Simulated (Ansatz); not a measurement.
**Nb(100) film, 1 layer, flat: channels in plane against thickness**

Wanted: in-plane conductance by layer count, from Nb(100) film, 1 layer, flat.

Method: Ansatz plane-wave DFT, PBE, PAW files; ballistic transport by layer matching (Landauer), zero bias, in Ansatz 0.2.0.

This is a report of a sequence of runs, with most program output left out.

**1. The structure**

The cell holds 1 atom: 1 Nb. Its edges and angles: a = 11.000 Å, b = 3.306 Å, c = 3.306 Å, α = 90.0°, β = 90.0°, γ = 90.0°. It derives from Nb. Vacuum lies along a. The structure's axis is c.

Structure file:

```cif
data_structure
_symmetry_space_group_name_H-M 'P 1'
_symmetry_Int_Tables_number 1
_cell_length_a 11.0000
_cell_length_b 3.3063
_cell_length_c 3.3063
_cell_angle_alpha 90.000
_cell_angle_beta 90.000
_cell_angle_gamma 90.000
_cell_volume 120.25
loop_
_atom_site_label
_atom_site_type_symbol
_atom_site_fract_x
_atom_site_fract_y
_atom_site_fract_z
_atom_site_occupancy
Nb1 Nb 0.40909 0.00000 0.00000 1
```

**2. With 1 layer**

Vacuum lies along the first vector, which takes one k-point, and the current runs in the film's plane. One period is a perfect wire, so its channels are the result. Energies from -0.27 to 0.27 eV in steps of 0.036 eV cover the slope of the Fermi function at 300 K, so the program can form a conductance.

Contents of input.yaml:

```yaml
crystal:
  lattice:
    - [11.0, 0.0, 0.0]
    - [0.0, 3.3063, 0.0]
    - [0.0, 0.0, 3.3063]
  atoms:
    - { symbol: Nb, position: [0.4090909091, 0.0, 0.0] }
kpoints:
  mp_grid: { grid: [1, 13, 13] }
hamiltonian:
  xc: pbe
scf:
  occupations: { method: fermi_dirac, width: 0.1 }
output:
  transmission:
    leads: [[0, 0]]
    kmesh: [1, 38]
    e_range: [-0.27, 0.27]
    de: 0.036
```

Run with:

```bash
> ansatz run input.yaml --threads 4 --pin off --max-ram 8192MiB --backend cpu --events-out ev --progress --plain --runs-dir out
```

It took 3.6 min on 4 threads of Arm Neoverse V1, shared host; peak memory 0.84 GiB; 12 min of CPU time.

Numbers from this step:

| Quantity | Value |
| --- | --- |
| free energy | -4547.6816 eV |
| energy at zero smearing | -4547.6083 eV |
| Fermi energy | -0.5934 eV |
| cell area | 36.37 Å² |
| estimated errors of the lead's conductance | 0, 8.4, 0.1 % (band edges, k-mesh, distance from neutral) |
| lead conductance per cell | 2.448 G₀ |

Per spin. Open channels, zone mean, lead against energy, zero at the Fermi level:

```csv
energy (eV),"open channels, zone mean, lead"
-0.270,2.11
-0.234,2.26
-0.198,1.89
-0.162,1.84
-0.126,2.05
-0.090,2.21
-0.054,2.26
-0.018,2.37
0.018,2.58
0.054,2.74
0.090,2.47
0.126,2.63
0.162,2.42
0.198,2.37
0.234,2.37
0.270,2.37
```

The program's largest error estimate for it is 8.4 %, from the k-mesh.

**3. With 2 layers, thickness 3.306 A**

The film grows to 2 layers.

System of this step: Nb(100) film, 2 layers, flat. The cell holds 2 atoms: 2 Nb. Its edges and angles: a = 12.653 Å, b = 3.306 Å, c = 3.306 Å, α = 90.0°, β = 90.0°, γ = 90.0°. It derives from Nb. Vacuum lies along a. The structure's axis is c.

input.yaml, the sections that differ from step 2:

```yaml
crystal:
  lattice:
    - [12.65315, 0.0, 0.0]
    - [0.0, 3.3063, 0.0]
    - [0.0, 0.0, 3.3063]
  atoms:
    - { symbol: Nb, position: [0.3556426661, 0.0, 0.0] }
    - { symbol: Nb, position: [0.4862939268, 0.5, 0.5] }
# kpoints, hamiltonian, scf, output: as in step 2
```

It took 4.9 min on 4 threads; peak memory 1.3 GiB.

This step gave:

- free energy: -9100.9253 eV
- energy at zero smearing: -9100.8528 eV
- Fermi energy: 2.162 eV
- cell area: 41.84 Å²
- estimated errors of the lead's conductance: 0, 5.5, 5.8 % (band edges, k-mesh, distance from neutral)
- lead conductance per cell: 2.497 G₀

Per spin. The open channels, zone mean, lead by energy, zero at the Fermi level:

```csv
energy (eV),"open channels, zone mean, lead"
-0.270,2.32
-0.234,2.11
-0.198,2
-0.162,1.84
-0.126,1.89
-0.090,2.16
-0.054,2.26
-0.018,2.37
0.018,2.47
0.054,2.84
0.090,3.05
0.126,3
0.162,2.89
0.198,2.89
0.234,3
0.270,2.74
```

The lead conductance per cell is 2.50 G₀, 2.0 % over the 2.45 G₀ of the last finished run, within the error estimates, leads' steps apart, of 8.4 and 5.8 %.

**4. With 3 layers, thickness 4.959 A**

The film grows to 3 layers.

System of this step: Nb(100) film, 3 layers, flat. The cell holds 3 atoms: 3 Nb. Its edges and angles: a = 14.306 Å, b = 3.306 Å, c = 3.306 Å, α = 90.0°, β = 90.0°, γ = 90.0°. It derives from Nb. Vacuum lies along a. The structure's axis is c.

input.yaml, the sections that differ from step 3:

```yaml
crystal:
  lattice:
    - [14.3063, 0.0, 0.0]
    - [0.0, 3.3063, 0.0]
    - [0.0, 0.0, 3.3063]
  atoms:
    - { symbol: Nb, position: [0.3145467382, 0.0, 0.0] }
    - { symbol: Nb, position: [0.4301007249, 0.5, 0.5] }
    - { symbol: Nb, position: [0.5456547116, 0.0, 0.0] }
# kpoints, hamiltonian, scf, output: as in step 3
```

Run time: 9 min. Hardware: 4 threads; peak memory 1.6 GiB.

This step gave:

```yaml
free_energy: -13653.4632 eV
energy_at_zero_smearing: -13653.3848 eV
fermi_energy: 4.114 eV
cell_area: 47.30 Å²
estimated_errors_of_the_lead_s_conductance: 0, 10.2, 3.9 % (band edges, k-mesh, distance from neutral)
lead_conductance_per_cell: 2.247 G₀
```

Per spin. Open channels, zone mean, lead against energy, zero at the Fermi level:

```csv
energy (eV),"open channels, zone mean, lead"
-0.270,2.63
-0.234,2.68
-0.198,2.53
-0.162,2.47
-0.126,2.47
-0.090,2.37
-0.054,2.32
-0.018,2.21
0.018,2.32
0.054,2.13
0.090,2
0.126,2.05
0.162,2.47
0.198,2.95
0.234,2.68
0.270,2.89
```

The lead conductance per cell is 2.25 G₀, 10.0 % under the 2.50 G₀ of the last finished run, within the error estimates, leads' steps apart, of 5.8 and 10 %.

**5. With 4 layers, thickness 6.613 A**

The film grows to 4 layers.

System of this step: Nb(100) film, 4 layers, flat. The cell holds 4 atoms: 4 Nb. Its edges and angles: a = 15.959 Å, b = 3.306 Å, c = 3.306 Å, α = 90.0°, β = 90.0°, γ = 90.0°. It derives from Nb. Vacuum lies along a. The structure's axis is c.

input.yaml, the sections that differ from step 4:

```yaml
crystal:
  lattice:
    - [15.95945, 0.0, 0.0]
    - [0.0, 3.3063, 0.0]
    - [0.0, 0.0, 3.3063]
  atoms:
    - { symbol: Nb, position: [0.281964604, 0.0, 0.0] }
    - { symbol: Nb, position: [0.3855490007, 0.5, 0.5] }
    - { symbol: Nb, position: [0.4891333975, 0.0, 0.0] }
    - { symbol: Nb, position: [0.5927177942, 0.5, 0.5] }
# kpoints, hamiltonian, scf, output: as in step 4
```

It took 17 min on 4 threads; peak memory 2.1 GiB.

Numbers from this step:

* free energy: -18205.6324 eV
* energy at zero smearing: -18205.5143 eV
* Fermi energy: 5.517 eV
* cell area: 52.77 Å²
* estimated errors of the lead's conductance: 0.1, 7.4, 13.6 % (band edges, k-mesh, distance from neutral)
* lead conductance per cell: 2.925 G₀

Per spin. The open channels, zone mean, lead by energy, zero at the Fermi level:

```csv
energy (eV),"open channels, zone mean, lead"
-0.270,3.03
-0.234,2.71
-0.198,2.71
-0.162,2.66
-0.126,2.61
-0.090,2.34
-0.054,2.16
-0.018,2.58
0.018,3.11
0.054,3.74
0.090,3.21
0.126,3.42
0.162,3.68
0.198,4.11
0.234,4.39
0.270,4.87
```

The lead conductance per cell is 2.92 G₀, 30 % over the 2.25 G₀ of the last finished run.

**6. With 5 layers, thickness 8.266 A**

The film grows to 5 layers.

System of this step: Nb(100) film, 5 layers, flat. The cell holds 5 atoms: 5 Nb. Cell: a = 17.613 Å, b = 3.306 Å, c = 3.306 Å, α = 90.0°, β = 90.0°, γ = 90.0°. It derives from Nb. Vacuum lies along a. The structure's axis is c.

input.yaml, the sections that differ from step 5:

```yaml
crystal:
  lattice:
    - [17.6126, 0.0, 0.0]
    - [0.0, 3.3063, 0.0]
    - [0.0, 0.0, 3.3063]
  atoms:
    - { symbol: Nb, position: [0.2554989042, 0.0, 0.0] }
    - { symbol: Nb, position: [0.349360685, 0.5, 0.5] }
    - { symbol: Nb, position: [0.4432224657, 0.0, 0.0] }
    - { symbol: Nb, position: [0.5370842465, 0.5, 0.5] }
    - { symbol: Nb, position: [0.6309460273, 0.0, 0.0] }
# kpoints, hamiltonian, scf, output: as in step 5
```

The job ended after 24 min (4 threads; peak memory 2.5 GiB).

Numbers from this step:

```
free energy                                : -22758.0438 eV
energy at zero smearing                    : -22757.9216 eV
Fermi energy                               : 6.643 eV
cell area                                  : 58.23 Å²
estimated errors of the lead's conductance : 0, 6.3, 2.7 % (band edges, k-mesh, distance from neutral)
lead conductance per cell                  : 3.625 G₀
```

Per spin. Table of open channels, zone mean, lead by energy, zero at the Fermi level:

```csv
energy (eV),"open channels, zone mean, lead"
-0.270,4.92
-0.234,5.08
-0.198,5.13
-0.162,5.24
-0.126,4.82
-0.090,4.34
-0.054,4.03
-0.018,3.82
0.018,3.39
0.054,3.03
0.090,3.53
0.126,3.39
0.162,3.5
0.198,3.08
0.234,3.71
0.270,3.92
```

The lead conductance per cell is 3.62 G₀, 24 % over the 2.92 G₀ of the last finished run.

**7. The ladder**

Times are for 4 threads of Arm Neoverse V1, shared host. Results by setting:

```csv
no.,layers,lead conductance per cell (G₀),time,memory (GiB)
1,1,2.448,3.6 min,0.84
2,2,2.497,4.9 min,1.3
3,3,2.247,9 min,1.6
4,4,2.925,17 min,2.1
5,5,3.625,24 min,2.5
```

The runs together. Table of open channels, zone mean by energy, zero at the Fermi level:

```csv
energy (eV),1,2,3,4,5
-0.270,2.11,2.32,2.63,3.03,4.92
-0.234,2.26,2.11,2.68,2.71,5.08
-0.198,1.89,2,2.53,2.71,5.13
-0.162,1.84,1.84,2.47,2.66,5.24
-0.126,2.05,1.89,2.47,2.61,4.82
-0.090,2.21,2.16,2.37,2.34,4.34
-0.054,2.26,2.26,2.32,2.16,4.03
-0.018,2.37,2.37,2.21,2.58,3.82
0.018,2.58,2.47,2.32,3.11,3.39
0.054,2.74,2.84,2.13,3.74,3.03
0.090,2.47,3.05,2,3.21,3.53
0.126,2.63,3,2.05,3.42,3.39
0.162,2.42,2.89,2.47,3.68,3.5
0.198,2.37,2.89,2.95,4.11,3.08
0.234,2.37,3,2.68,4.39,3.71
0.270,2.37,2.74,2.89,4.87,3.92
```

**8. What came out**

| Quantity | Value |
| --- | --- |
| conductance per cell, 1 layer | 2.45 G₀ |
| conductance per cell, 2 layers | 2.50 G₀ |
| conductance per cell, 3 layers | 2.25 G₀ |
| conductance per cell, 4 layers | 2.92 G₀ |
| conductance per cell, 5 layers | 3.62 G₀ |

**Reading.** The conductance per cell width goes from 2.45 G0 at 1 to 3.62 G0 at 5 layers. Over the film's own cross-section (layers × spacing × width) the conductance runs from 3.5 to 1.0×10¹⁵ S/m²; that nominal section leaves out the charge that spills into the vacuum, which flatters the thinnest films. The gains from one thickness to the next are 0.049, -0.25, 0.68 and 0.70 G0 per added layer; they differ by more than the error estimates allow, as expected where subbands cross the Fermi level in steps. The film repeats perfectly along the current, so nothing scatters; its faces are clean and not relaxed. The program's error estimates for the conductances, leads' steps apart, run from 5.8 to 14 %.

[Logs are printed without paths, hosts, clocks, repeated set-up lines and the standing remarks that a program may print on its own settings, such as how far it seeks lower states.]

[Hosts, paths, dates, database ids (printed as entryN), source tags and the programs' standing remarks are cut or masked in the printed files.]
